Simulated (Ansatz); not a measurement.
# HfO2: the cell at several levels of theory

An exercise on one series of results from a longer session: the logs are not shown, and one member is left open.

Program: Ansatz 0.2.0. PAW datasets, plane waves, zero pressure. All values are calculated for a non-magnetic cell, which may be hypothetical.

### The cell

This is the cell as the run starts from it, not yet at rest; its lengths are not the crystal's.

It is tetragonal, P4_2/mnm (No. 136); conventional cell a = 5.528 Å, c = 3.649 Å, 18.58 Å³ an atom. Around Hf lie 6 O at 2.38 Å; around O lie 3 Hf at 2.38 Å.

Coordinates:

```cif
data_structure
_symmetry_space_group_name_H-M 'P4_2/mnm'
_symmetry_Int_Tables_number 136
_cell_length_a 5.5282
_cell_length_b 5.5282
_cell_length_c 3.6486
_cell_angle_alpha 90.000
_cell_angle_beta 90.000
_cell_angle_gamma 90.000
_cell_volume 111.51
loop_
_atom_site_label
_atom_site_type_symbol
_atom_site_symmetry_multiplicity
_atom_site_Wyckoff_symbol
_atom_site_fract_x
_atom_site_fract_y
_atom_site_fract_z
_atom_site_occupancy
Hf1 Hf 2 a 0.00000 0.00000 0.00000 1
O1 O 4 f 0.30500 0.30500 0.00000 1
```

Set-up of the first run:

Contents of input.yaml:

```yaml
crystal:
  lattice:
    - [5.52819994, 0.0, 0.0]
    - [0.0, 5.52819994, 0.0]
    - [0.0, 0.0, 3.6486119604]
  atoms:
    - { symbol: Hf, position: [0.0, 0.0, 0.0] }
    - { symbol: Hf, position: [0.5, 0.5, 0.5] }
    - { symbol: O, position: [0.305, 0.305, 0.0] }
    - { symbol: O, position: [0.195, 0.805, 0.5] }
    - { symbol: O, position: [0.805, 0.195, 0.5] }
    - { symbol: O, position: [0.695, 0.695, 0.0] }
kpoints:
  mp_grid: { grid: [4, 4, 6] }
hamiltonian:
  xc: pbe
scf:
  occupations: { method: fermi_dirac, width: 0.02 }
relax:
  f_tol: 0.005
  cell: {}
```

Launch:

```bash
$ ansatz run input.yaml --threads 2 --pin off --max-ram 20275MiB --backend cpu --events-out ev --progress --plain --runs-dir out
```

Among the steps run: Relaxation with PBE; r2SCAN: cell and atoms; Relaxing with PBEsol; LDA: cell and atoms.

One of the session's tables, all rows but one given; the rest of the session is left out.

```
 level  a (Å)  c (Å)  volume (Å³/atom)
   PBE      ?      ?                 ?
r2SCAN  4.838  3.220            12.563
PBEsol  4.830  3.210            12.481
   LDA  4.789  3.186            12.178
```

**Question.** Estimate the row for PBE.

As computed: a (Å): 4.880; c (Å): 3.238; volume (Å³/atom): 12.854. In the column «a (Å)» it is the highest.

From the start to the first minimum the volume moved by -30.8 %. LDA gives the smallest cell and PBE the largest; they differ by 5.6 % in volume, a mean of 1.8 % in length. The meshes differ: PBE 4×4×6, r2SCAN 6×6×8, PBEsol 6×6×8, LDA 6×6×8.
